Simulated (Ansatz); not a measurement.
TiAl:

```
CELL_PARAMETERS angstrom
2.86726 0.00000 0.00000
-1.43363 2.48312 0.00000
0.00000 0.00000 4.67808
ATOMIC_POSITIONS crystal
Ti 0.00000 0.00000 0.00000
Al 0.33333 0.66667 0.50000
```

The cell comes from a database or a generator and needn't be the stable form of this composition.

```yaml
Program: Ansatz 0.2.0
Task: relaxation of cell and atoms
Functional: PBEsol
Dispersion: D3(BJ)-ATM
Potentials_or_basis: Ansatz PAW
Cutoff: "420 eV (not typed: the program's choice for these potentials)"
k_mesh: 11 × 11 × 6
Occupations: fermi-dirac, width 0.05 eV
Spin: no spin polarisation
```

At the start: volume 16.65 Å³/atom.

Task: Where does the relaxation end?

Result: It ends after 7 steps and the volume is 15.66 Å³/atom (-6.0 %); space group P-6m2 (No. 187, to 0.05 Å).

Step by step:
```tsv
step	energy change (eV)	largest force (eV/Å)	volume (Å³)
1	0.0000	0.0000	33.31
2	-0.0147	0.0000	29.91
3	-0.0432	0.0000	31.46
4	-0.0435	0.0000	31.34
5	-0.0431	0.0000	31.34
6	-0.0432	0.0000	31.32
7	-0.0431	0.0000	31.32
```

Final structure:
```
Ti Al
1.0
     2.81168    0.00000    0.00000
    -1.40584    2.43499    0.00000
     0.00000    0.00000    4.57516
Ti Al
1 1
Cartesian
  0.0000 0.0000 0.0000
  0.0000 1.6233 2.2876
```

Caveat: the plane-wave basis is chosen anew once the cell has moved, so the energies of steps on either side of that aren't comparable; pairwise dispersion overbinds metals, which lowers pressure and volume; the PAW data sets come from PBE, with cores solved anew for the run's functional, which leaves a small shift of forces and pressure.
